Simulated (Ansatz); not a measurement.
Relaxed GeO2 (alpha-quartz type, space group P3_121):

```xyz
9
Lattice="5.0935 0.0000 0.0000 -2.5467 4.4111 0.0000 0.0000 0.0000 5.7677" Properties=species:S:1:pos:R:3 pbc="T T T"
Ge     2.3209     0.0000     4.8065
Ge    -1.1604     2.0099     0.9613
Ge     1.3863     2.4012     2.8839
O      1.2648     1.3152     4.2789
O      3.3221     0.4378     0.4337
O      3.0533     2.6581     2.3563
O     -1.2819     3.0959     5.3341
O      0.5066     1.7530     1.4889
O      0.7753     3.9733     3.4115
```

A phonon eigenvector at Γ is frozen into this cell: atom i moves by Q times the vector below, so Q is the largest atomic displacement, in Å. The cell is held.

```csv
atom,x,y,z
Ge1,0.000,-0.101,0.208
Ge2,0.087,0.050,0.208
Ge3,-0.087,0.050,0.208
O4,-0.408,0.781,-0.473
O5,-0.472,-0.744,-0.473
O6,0.881,-0.037,-0.473
O7,0.408,0.781,-0.473
O8,-0.881,-0.037,-0.473
O9,0.472,-0.744,-0.473
```

Level of theory: PBE (plane waves to 420 eV, PAW, scalar-relativistic; Ansatz, a program for electronic structure). k mesh 8×8×6 (Γ-centred), Fermi-Dirac smearing 0.05 eV. The energy includes the smearing's −TS. GeO2 was relaxed with its symmetry unable to fall. ΔE is measured from the undisplaced structure.

| Q (Å) | ΔE (meV/cell) |
|---|---|
| -0.180 | 4414 |
| -0.150 | withheld |
| -0.120 | 1880 |
| -0.090 | 1042 |
| -0.060 | 458 |
| -0.030 | 114 |
| 0.000 | 0 |
| 0.030 | 114 |
| 0.060 | 458 |
| 0.090 | 1042 |
| 0.120 | 1880 |
| 0.150 | withheld |
| 0.180 | 4414 |

Q: Fit an even polynomial form (powers 2, 4) to the given rows and predict ΔE at Q = 0.150.

A: Least squares on the 11 given rows: ΔE = (126100)·Q² + (314100)·Q⁴, in meV/cell with Q in Å; root-mean-square residual 0.7 meV/cell. At 0.150 the fit gives 2996 meV/cell; the calculation gives 2995 meV/cell, so the interpolation is off by 1 (+0.0 %). The quadratic term alone would give 2837 meV/cell.

(For displaced atoms, the force is minus the slope of the energy, and its curvature is a force constant, which sets phonon frequencies.)
